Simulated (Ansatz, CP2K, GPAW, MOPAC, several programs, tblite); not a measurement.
## What each method gives for Cu₂O (Pn-3m)

Cu₂O (started from an entry of an open crystallographic database), relaxed with r2SCAN in Ansatz, was computed with several methods. The symmetry is Pn-3m (No. 224, cubic); a = 4.246 Å in the conventional setting, 12.76 Å³ an atom. Around Cu lie 2 O at 1.84 Å; around O lie 4 Cu at 1.84 Å. The values are computed, spin-unpolarised, and not measurements.

```xyz
6
Lattice="4.2461 0.0000 0.0000 0.0000 4.2461 0.0000 0.0000 0.0000 4.2461" Properties=species:S:1:pos:R:3 pbc="T T T"
Cu    1.0615    1.0615    1.0615
Cu    1.0615    3.1846    3.1846
Cu    3.1846    3.1846    1.0615
Cu    3.1846    1.0615    3.1846
O     0.0000    0.0000    0.0000
O     2.1230    2.1230    2.1230
```

Gaps and times are for a single point on this cell; volume and bulk modulus come from each method's own relaxation or energy curve at fixed shape. Times are rough, from shared hosts (Arm Neoverse V1), and each method has its own mesh and cell size. A star marks a curve whose lowest point is an end point. PM7 (MOPAC), GFN1-xTB (tblite), GFN2-xTB (tblite) treat a cluster of cells at its zone centre, which samples few k points: where these miss a band edge, the gap comes out too large for that reason alone. Gaps from k meshes are read at a limited set of points (mesh, symmetry points, PBE's band edges), so each method's own least gap may be somewhat smaller. xTB and the PM methods were fitted mostly to molecules, and can miss a solid's gap by electronvolts. Minimal bases can be far off for gaps. GLLB-SC's gap includes the derivative discontinuity. d marks a direct gap, i an indirect one (no mark: not told apart), a dash a value that wasn't computed or didn't pass its checks.

| method | kind | gap (eV) | own volume (Å³/atom) | bulk modulus (GPa) | atoms computed | processor time |
| --- | --- | --- | --- | --- | --- | --- |
| light PBE (260 eV and a coarse mesh) | light plane-wave | 0.56 d | – | – | 6 | 1.2 s |
| GFN1-xTB (tblite) | tight binding | 0.50 | – | – | 48 | 2.5 s |
| GFN2-xTB (tblite) | tight binding | 1.04 | 12.45 | 87 | 48 | 4.9 s |
| PBE | semilocal | 0.56 d | 13.24 | 112 | 6 | 5.9 s |
| r2SCAN | semilocal | 0.79 d | 12.76 | 127 | 6 | 13 s |
| GLLB-SC (GPAW) | model potential | 0.99 | – | – | 6 | 18 s |
| PBE/SZV (CP2K) | small basis | 1.07 d | 14.10* | 103* | 6 | 21 s |
| PBE/DZVP (CP2K) | small basis | 0.50 d | 13.56 | 107 | 6 | 76 s |
| PM7 (MOPAC) | semi-empirical | 3.07 | – | – | 48 | 110 s |

Against r2SCAN (0.79 eV) and with closed or daggered gaps left aside, the nearest gap at the points sampled is that of GLLB-SC (GPAW) (+0.20 eV) and the farthest that of PM7 (MOPAC) (+2.28 eV). r2SCAN is only a yardstick of convenience: semilocal gaps usually lie below measured ones, which GLLB-SC and hybrids aim to mend.

Volumes against r2SCAN's: GFN2-xTB (tblite) -2.4 %, PBE +3.7 %, PBE/DZVP (CP2K) +6.3 %.
